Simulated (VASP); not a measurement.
# CdSe (Cadmoselite) (P6_3mc) in VASP: settings compared, part 2 of 2

VASP 6.6.1. The steps go on from the part before.

## 3. Single point, PBE

This run uses another cell than the first one, of 29.76 Å³/atom, 1.058 times its volume.

Contents of INCAR:

```
PREC = Accurate
ENCUT = 520
EDIFF = 1E-6
ISMEAR = -1
SIGMA = 0.02
LREAL = F
LASPH = T
NELM = 100
ALGO = Normal
ISIF = 2
LWAVE = F
LCHARG = F
GGA = PE
NBANDS = 26
```

Contents of KPOINTS:

```
regular mesh
0
Gamma
  6 6 4
```

Contents of POSCAR:

```
CdSe
1.0
    4.3833796022      0.0000000000      0.0000000000
   -2.1916898011      3.7961180899      0.0000000000
    0.0000000000      0.0000000000      7.1535454853
Cd Se
2 2
Direct
    0.3333333333      0.6666666667      0.0045810694
    0.6666666667      0.3333333333      0.5045810694
    0.3333333333      0.6666666667      0.3804189306
    0.6666666667      0.3333333333      0.8804189306
```

Potentials or basis: VASP PAW PBE potentials, release 64 (Cd, Se).

Run with:

```
$ cat potpaw_PBE.64/Cd/POTCAR potpaw_PBE.64/Se/POTCAR > POTCAR
$ mpirun -np 1 vasp_std > vasp.out
```

OUTCAR:

```text
PREC = Accurate
   ENCUT = 520
   EDIFF = 1E-6
   ISMEAR = -1
   LREAL = F
   LASPH = T
   NELM = 100
   ISIF = 2
   GGA = PE

 ion  position               nearest neighbor table
   1  0.333  0.667  0.005-   4 2.68   4 2.68   4 2.68   3 2.69
   2  0.667  0.333  0.505-   3 2.68   3 2.68   3 2.68   4 2.69
   3  0.333  0.667  0.380-   2 2.68   2 2.68   2 2.68   1 2.69
   4  0.667  0.333  0.880-   1 2.68   1 2.68   1 2.68   2 2.69

  LATTYP: Found a hexagonal cell.
 ALAT       =     4.3833796022
 C/A-ratio  =     1.6319703367

  Lattice vectors:

 A1 = (   4.3833796022,   0.0000000000,   0.0000000000)
 A2 = (  -2.1916898011,   3.7961180899,   0.0000000000)
 A3 = (   0.0000000000,   0.0000000000,   7.1535454853)

Analysis of symmetry for initial positions (statically):
=====================================================================
 Subroutine PRICEL returns:
 Original cell was already a primitive cell.

[... 167 lines left out ...]
  free energy    TOTEN  =       -10.99084519 eV

  energy without entropy =      -10.99084517  energy(sigma->0) =      -10.99084518

 E-fermi :   0.7948     XC(G=0):  -8.6251

 val. band max:        0.5170836991   @ k =   0.0000   0.0000   0.0000
 cond. band min:       1.0573625379   @ k =   0.0000   0.0000   0.0000
 fundamental gap:      0.5402788388
 Fermi energy:         0.7948457802

 k-point     1 :       0.0000    0.0000    0.0000
  band No.  band energies     occupation
      1     -11.7827      2.00000
      2     -11.4536      2.00000
      3      -7.2413      2.00000
      4      -7.2361      2.00000
      5      -7.2361      2.00000
      6      -7.1784      2.00000
[... 598 lines left out ...]
     25       9.1053      0.00000
     26       9.1053      0.00000

------------------------ aborting loop because EDIFF is reached ----------------------------------------

  FORCE on cell =-STRESS in cart. coord.  units (eV):
  Direction    XX          YY          ZZ          XY          YZ          ZX
  --------------------------------------------------------------------------------------
  -------------------------------------------------------------------------------------
  Total        0.1882114      0.1882114      0.1734957      0.0000000      0.0000000      0.0000000
  in kB        2.5332985      2.5332985      2.3352270      0.0000000      0.0000000      0.0000000
  external PRESSURE =       2.4672747 kB  Pullay stress =       0.0000000 kB

 VOLUME and BASIS-vectors are now :
 -----------------------------------------------------------------------------
  energy-cutoff  :      520.00
  volume of cell :      119.03
      direct lattice vectors                 reciprocal lattice vectors
     4.383379602  0.000000000  0.000000000     0.228134474  0.131713500  0.000000000
    -2.191689801  3.796118090  0.000000000     0.000000000  0.263427000  0.000000000
     0.000000000  0.000000000  7.153545485     0.000000000  0.000000000  0.139790821

 POSITION                                       TOTAL-FORCE (eV/Angst)
 -----------------------------------------------------------------------------------
     -0.00000      2.53075      0.03277         0.000000      0.000000      0.003036
      2.19169      1.26537      3.60954         0.000000     -0.000000      0.003036
     -0.00000      2.53075      2.72134        -0.000000      0.000000     -0.003036
      2.19169      1.26537      6.29812         0.000000     -0.000000     -0.003036
 -----------------------------------------------------------------------------------
    total drift:                               -0.000000     -0.000000      0.000462

  FREE ENERGIE OF THE ION-ELECTRON SYSTEM (eV)
  ---------------------------------------------------
  free  energy   TOTEN  =       -10.9908451903 eV

  energy  without entropy=      -10.9908451742  energy(sigma->0) =      -10.99084518
```

OSZICAR:

```text
N       E                     dE             d eps       ncg     rms          rms(c)
DAV:   1     0.237386887594E+03    0.23739E+03   -0.16789E+04  1092   0.123E+03
DAV:   2     0.121654259184E+01   -0.23617E+03   -0.22868E+03  1180   0.303E+02
DAV:   3    -0.116496585146E+02   -0.12866E+02   -0.12784E+02  1278   0.708E+01
DAV:   4    -0.117612304814E+02   -0.11157E+00   -0.11148E+00  1180   0.628E+00
DAV:   5    -0.117619247781E+02   -0.69430E-03   -0.69428E-03  1244   0.476E-01    0.782E+00
DAV:   6    -0.110225431058E+02    0.73938E+00   -0.12733E+00  1250   0.105E+01    0.629E+00
DAV:   7    -0.109904248195E+02    0.32118E-01   -0.47547E-01  1146   0.346E+00    0.259E+00
DAV:   8    -0.109904833947E+02   -0.58575E-04   -0.42355E-02  1136   0.202E+00    0.360E-01
DAV:   9    -0.109905706438E+02   -0.87249E-04   -0.62722E-03  1194   0.872E-01    0.896E-02
DAV:  10    -0.109907591343E+02   -0.18849E-03   -0.76100E-04  1154   0.287E-01    0.703E-02
DAV:  11    -0.109908543813E+02   -0.95247E-04   -0.23643E-04  1128   0.855E-02    0.265E-02
DAV:  12    -0.109908430881E+02    0.11293E-04   -0.35388E-05  1180   0.578E-02    0.813E-03
DAV:  13    -0.109908452947E+02   -0.22065E-05   -0.12086E-05  1126   0.152E-02    0.889E-03
DAV:  14    -0.109908451903E+02    0.10438E-06   -0.72314E-07   854   0.482E-03
   1 F= -.10990845E+02 E0= -.10990845E+02  d E =-.161434E-07
```

stdout:

```text
POSCAR found type information on POSCAR CdSe
 POSCAR found :  2 types and       4 ions
 scaLAPACK will be used
 LDA part: xc-table for (Slater+PW92), standard interpolation
 POSCAR, INCAR and KPOINTS ok, starting setup
 FFT: planning ... GRIDC
 FFT: planning ... GRID_SOFT
 FFT: planning ... GRID
 WAVECAR not read
 entering main loop
```

Wall time 42 s (1 thread of Intel Xeon Platinum 8375C at 2.90GHz (Ice Lake), shared host); peak memory 0.27 GiB.

What came out:

```yaml
Free_energy: -10.9908 eV
Pressure: 0.2 GPa
Largest_force: 0.003 eV/Å
Band_gap_on_the_k_mesh: 0.54 eV, direct
```

Forces on the atoms (eV/Å):
```
Cd   0.000  0.000  0.003
Cd   0.000  0.000  0.003
Se   0.000  0.000 -0.003
Se   0.000  0.000 -0.003
```

Levels at points of the mesh, in eV from the valence-band top:
```csv
k point,band 14,band 15,band 16,band 17,band 18,band 19,band 20,band 21,band 22,band 23
"(0.00, 0.00, 0.00)",-0.69,-0.69,-0.04,0.00,0.00,0.54,2.14,5.85,5.85,6.12
"(0.50, 0.00, 0.00)",-3.42,-2.42,-1.68,-1.20,-0.68,3.09,3.33,4.78,5.94,6.44
"(0.00, 0.00, 0.50)",-2.53,-0.36,-0.36,-0.36,-0.36,2.26,2.26,5.76,5.76,6.24
"(0.50, 0.00, 0.50)",-3.94,-1.24,-1.24,-1.22,-1.22,2.90,2.90,4.83,4.83,7.56
```

## 4. Single point, r2SCAN

This run uses another cell than the first one, of 28.87 Å³/atom, 1.026 times its volume.

Contents of POSCAR:

```
CdSe
1.0
    4.3407185131      0.0000000000      0.0000000000
   -2.1703592566      3.7591725031      0.0000000000
    0.0000000000      0.0000000000      7.0766649690
Cd Se
2 2
Direct
    0.3333333333      0.6666666667      0.0045236775
    0.6666666667      0.3333333333      0.5045236775
    0.3333333333      0.6666666667      0.3804763225
    0.6666666667      0.3333333333      0.8804763225
```

Contents of INCAR.step1:

```
SYSTEM = CdSe
ALGO = Normal
EDIFF = 1E-4
ENCUT = 520
GGA = PE
ISMEAR = -1
LASPH = .TRUE.
LCHARG = .FALSE.
LREAL = .FALSE.
LWAVE = .TRUE.
NBANDS = 26
NELM = 80
PREC = Accurate
SIGMA = 0.02
```

Contents of INCAR.step2:

```
SYSTEM = CdSe
ALGO = Normal
EDIFF = 1E-7
ENCUT = 520
ISIF = 2
ISMEAR = -1
ISTART = 1
LASPH = .TRUE.
LCHARG = .FALSE.
LMIXTAU = .TRUE.
LREAL = .FALSE.
LWAVE = .FALSE.
METAGGA = R2SCAN
NBANDS = 26
NELM = 80
PREC = Accurate
SIGMA = 0.02
```

Contents of KPOINTS:

```
k-points
0
G
  6 6 4
  0 0 0
```

Run with:

```
$ cat potpaw_PBE.64/Cd/POTCAR potpaw_PBE.64/Se/POTCAR > POTCAR
$ cp INCAR.step1 INCAR
$ mpirun -np 1 vasp_std > vasp.out
$ cp INCAR.step2 INCAR
$ mpirun -np 1 vasp_std > vasp.out
```

Wall time 2.4 min (1 thread of Intel Xeon Platinum 8375C at 2.90GHz (Ice Lake), shared host); peak memory 0.27 GiB.

It converged, with:

```
Free energy            : -71.8298 eV
Pressure               : 0.2 GPa
Band gap on the k mesh : 1.09 eV, direct
```

Levels at points of the mesh, in eV from the valence-band top:
```csv
k point,band 16,band 17,band 18,band 19,band 20,band 21
"(0.00, 0.00, 0.00)",-0.04,0.00,0.00,1.09,2.64,6.38
"(0.50, 0.00, 0.00)",-1.80,-1.28,-0.73,3.63,3.71,5.09
"(0.00, 0.00, 0.50)",-0.38,-0.38,-0.38,2.78,2.78,6.27
"(0.50, 0.00, 0.50)",-1.31,-1.31,-1.31,3.33,3.33,5.27
```

Caveat: the PAW data sets were made with another functional, which shifts forces and pressure a little.

## 5. Single point, PBE

This run uses another cell than the first one, of 28.87 Å³/atom, 1.026 times its volume.

Contents of INCAR:

```
PREC     = Accurate       # precision mode
ENCUT    = 520            # plane-wave cutoff, eV
EDIFF    = 1E-7           # SCF threshold, eV
ISMEAR   = -1             # smearing method
SIGMA    = 0.02           # smearing width, eV
LREAL    = False          # projectors in reciprocal space
LASPH    = True           # aspherical terms in the spheres
NELM     = 60             # most SCF steps
ALGO     = Normal         # electronic algorithm
ISIF     = 2              # what is computed and relaxed
LWAVE    = False          # write WAVECAR
LCHARG   = False          # write CHGCAR
GGA      = PE             # functional
NBANDS   = 26             # bands
```

Contents of KPOINTS:

```
Automatic mesh
0
Gamma
  12 12 4
```

POSCAR is that of step 4.

Run with:

```
$ cat potpaw_PBE.64/Cd/POTCAR potpaw_PBE.64/Se/POTCAR > POTCAR
$ mpirun -np 1 vasp_std > vasp.out
```

Run time: 85 s. Hardware: 1 thread of Intel Xeon Platinum 8375C at 2.90GHz (Ice Lake), shared host; peak memory 0.32 GiB.

It converged, with:

```
Free energy            : -10.9735 eV
Pressure               : 1.7 GPa
Band gap on the k mesh : 0.61 eV, direct
```

Levels at points of the mesh, in eV from the valence-band top:
| k point | band 16 | band 17 | band 18 | band 19 | band 20 | band 21 |
| --- | --- | --- | --- | --- | --- | --- |
| (0.00, 0.00, 0.00) | -0.04 | 0.00 | 0.00 | 0.61 | 2.17 | 5.86 |
| (0.50, 0.00, 0.00) | -1.77 | -1.27 | -0.72 | 3.16 | 3.33 | 4.78 |
| (0.00, 0.00, 0.50) | -0.38 | -0.38 | -0.38 | 2.32 | 2.32 | 5.82 |
| (0.50, 0.00, 0.50) | -1.30 | -1.29 | -1.29 | 2.92 | 2.92 | 4.84 |

## 6. Single point, LDA

This run uses another cell than the first one, of 28.87 Å³/atom, 1.026 times its volume.

Contents of INCAR:

```
PREC = Accurate
ENCUT = 520
EDIFF = 1E-6
ISMEAR = 0
SIGMA = 0.01
LREAL = False
LASPH = True
NELM = 100
ALGO = Normal
ISIF = 2
LWAVE = False
LCHARG = True
GGA = CA
LELF = True
LVHAR = True
NBANDS = 26
```

Contents of KPOINTS:

```
regular mesh
0
Gamma
  12 12 4
```

POSCAR is that of step 5.

Potentials or basis: VASP PAW LDA potentials, release 64 (Cd, Se).

Run with:

```
$ cat potpaw_LDA.64/Cd/POTCAR potpaw_LDA.64/Se/POTCAR > POTCAR
$ mpirun -np 1 vasp_std > vasp.out
```

Run time: 76 s. Hardware: 1 thread of Intel Xeon Platinum 8375C at 2.90GHz (Ice Lake), shared host; peak memory 0.28 GiB.

The run converged. Its results:

```yaml
Free_energy: -13.4652 eV
Pressure: -2.7 GPa
Band_gap_on_the_k_mesh: 0.36 eV, direct
```

Stress tensor (GPa, compression positive):
```
-2.77  0.00  0.00
 0.00 -2.77  0.00
 0.00  0.00 -2.69
```

Levels at points of the mesh, in eV from the valence-band top:
| k point | band 14 | band 15 | band 16 | band 17 | band 18 | band 19 | band 20 | band 21 | band 22 | band 23 |
| --- | --- | --- | --- | --- | --- | --- | --- | --- | --- | --- |
| (0.00, 0.00, 0.00) | -0.74 | -0.74 | -0.05 | 0.00 | 0.00 | 0.36 | 1.97 | 5.71 | 5.71 | 6.00 |
| (0.50, 0.00, 0.00) | -3.62 | -2.60 | -1.81 | -1.31 | -0.74 | 2.99 | 3.15 | 4.61 | 5.88 | 6.32 |
| (0.00, 0.00, 0.50) | -2.68 | -0.39 | -0.39 | -0.39 | -0.39 | 2.13 | 2.13 | 5.64 | 5.64 | 6.12 |
| (0.50, 0.00, 0.50) | -4.17 | -1.33 | -1.33 | -1.31 | -1.31 | 2.73 | 2.73 | 4.69 | 4.69 | 7.44 |

## 7. The runs side by side

```tsv
level	potentials or basis	cell	k mesh	smearing	gap on the mesh (eV)	pressure (GPa)
PBEsol	VASP PAW PBE potentials, release 64 (Cd, Se)	a = 4.303, b = 4.303, c = 7.019 Å, angles 90.0, 90.0, 120.0°, 4 atoms	6 × 6 × 4	fermi-dirac 0.02 eV	0.54	0.3
PBE	VASP PAW PBE potentials, release 64 (Cd, Se)	a = 4.383, b = 4.383, c = 7.154 Å, angles 90.0, 90.0, 120.0°, 4 atoms	6 × 6 × 4	fermi-dirac 0.02 eV	0.54	0.2
r2SCAN	VASP PAW PBE potentials, release 64 (Cd, Se)	a = 4.341, b = 4.341, c = 7.077 Å, angles 90.0, 90.0, 120.0°, 4 atoms	6 × 6 × 4	fermi-dirac 0.02 eV	1.09	0.2
PBE	VASP PAW PBE potentials, release 64 (Cd, Se)	a = 4.341, b = 4.341, c = 7.077 Å, angles 90.0, 90.0, 120.0°, 4 atoms	12 × 12 × 4	fermi-dirac 0.02 eV	0.61	1.7
LDA	VASP PAW LDA potentials, release 64 (Cd, Se)	a = 4.341, b = 4.341, c = 7.077 Å, angles 90.0, 90.0, 120.0°, 4 atoms	12 × 12 × 4	gaussian 0.01 eV	0.36	-2.7
```

Alike in all rows: task single point; no spin polarisation; cutoff (eV) 520.

Caveats: the PAW data sets were made with another functional, which shifts forces and pressure a little (some runs).

Total energies depend on the potentials used, so only differences within one code and one set of settings carry meaning.

## 8. Comparison with measurements

Step 2. Against the measured gap of CdSe, 1.841 eV (2 K; a printed reference work, data compilation), the calculated 0.54 eV is off by -1.30 eV. So large a miss can be the level of theory's own, or it may mean another phase, state or a wrong row. Spin-orbit coupling on Cd, Se is left out. The value is that of PBEsol, without temperature or zero-point motion. Semilocal functionals fall short of measured gaps as a rule.

Step 3. A measured gap of CdSe is 1.841 eV (2 K; a printed reference work, data compilation); the calculated 0.54 eV misses it by -1.30 eV. So large a miss can be the level of theory's own, or it may mean another phase, state or a wrong row. Spin-orbit coupling on Cd, Se is left out. The value is that of PBE, without temperature or zero-point motion. Semilocal functionals fall short of measured gaps as a rule.

Step 4. Against the measured gap of CdSe, 1.841 eV (2 K; a printed reference work, data compilation), the calculated 1.09 eV is off by -0.75 eV. Spin-orbit coupling on Cd, Se is left out. The value is that of r2SCAN, without temperature or zero-point motion.

Step 5. A measured gap of CdSe is 1.841 eV (2 K; a printed reference work, data compilation); the calculated 0.61 eV misses it by -1.23 eV. So large a miss can be the level of theory's own, or it may mean another phase, state or a wrong row. Spin-orbit coupling on Cd, Se is left out. The value is that of PBE, without temperature or zero-point motion. Semilocal functionals fall short of measured gaps as a rule.

Step 6. A measured gap of CdSe is 1.841 eV (2 K; a printed reference work, data compilation); the calculated 0.36 eV misses it by -1.48 eV. So large a miss can be the level of theory's own, or it may mean another phase, state or a wrong row. Spin-orbit coupling on Cd, Se is left out. The value is that of LDA, without temperature or zero-point motion. Semilocal functionals fall short of measured gaps as a rule.
